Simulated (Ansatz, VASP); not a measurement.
# In3As in VASP and in Ansatz

The input INCAR:

```
SYSTEM = In3As
PREC = Accurate
ENCUT = 520
EDIFF = 1E-7
ISMEAR = -1
SIGMA = 0.05
LREAL = .False.
LASPH = .True.
NELM = 100
ALGO = Normal
ISIF = 2
LWAVE = .False.
LCHARG = .True.
GGA = PS
LELF = .True.
LVHAR = .True.
NBANDS = 30
```

File KPOINTS:

```
regular mesh
0
Gamma
  6 6 6
  0 0 0
```

POSCAR

```
In3As
1.0
    4.7331575368      0.0000000000      0.0000000000
    0.0000000000      4.7331575368      0.0000000000
    0.0000000000      0.0000000000      4.7331575368
In As
3 1
Direct
    0.5000000000      0.5000000000      0.0000000000
    0.5000000000      0.0000000000      0.5000000000
    0.0000000000      0.5000000000      0.5000000000
    0.0000000000      0.0000000000      0.0000000000
```

input.yaml

```yaml
crystal:
  lattice:
    - [4.7331575368, 0.0, 0.0]
    - [0.0, 4.7331575368, 0.0]
    - [0.0, 0.0, 4.7331575368]
  atoms:
    - { symbol: In, position: [0.5, 0.5, 0.0] }
    - { symbol: In, position: [0.5, 0.0, 0.5] }
    - { symbol: In, position: [0.0, 0.5, 0.5] }
    - { symbol: As, position: [0.0, 0.0, 0.0] }
hamiltonian:
  xc: pbesol
  pseudopotentials: { kind: paw }
kpoints:
  mp_grid: { grid: [6, 6, 6] }
scf:
  occupations: { method: fermi_dirac, width: 0.05 }
output:
  forces: true
  stress: true
  eigenvalues: true
```

The cell comes from a database or a generator and needn't be the stable form of this composition.

Alike in both runs: task single point; functional PBEsol; k mesh 6 × 6 × 6; occupations fermi-dirac, width 0.05 eV; no spin polarisation.

|  | VASP | Ansatz |
| --- | --- | --- |
| version | VASP 6.6.1 | Ansatz 0.2.0 |
| potentials or method | VASP PAW PBE potentials, release 64 (In_d, As) | Ansatz PAW |
| plane-wave cutoff (eV) | 520 | 420 |
| valence electrons in the cell | 44 | 54 |

|  | VASP | Ansatz | Ansatz less VASP |
| --- | --- | --- | --- |
| gap on the k mesh at the Fermi level (eV) | none | none | - |
| pressure (GPa) | -3.7 | -3.7 | +0.02 |

A gap of «none» marks a metal or a gap that the smearing closes. The two sets of potentials don't hold the same shells in valence.

Caveats: the PAW data sets were made with another functional, which shifts forces and pressure a little (VASP); the PAW data sets come from PBE, with cores solved anew for the run's functional, which leaves a small shift of forces and pressure (Ansatz).
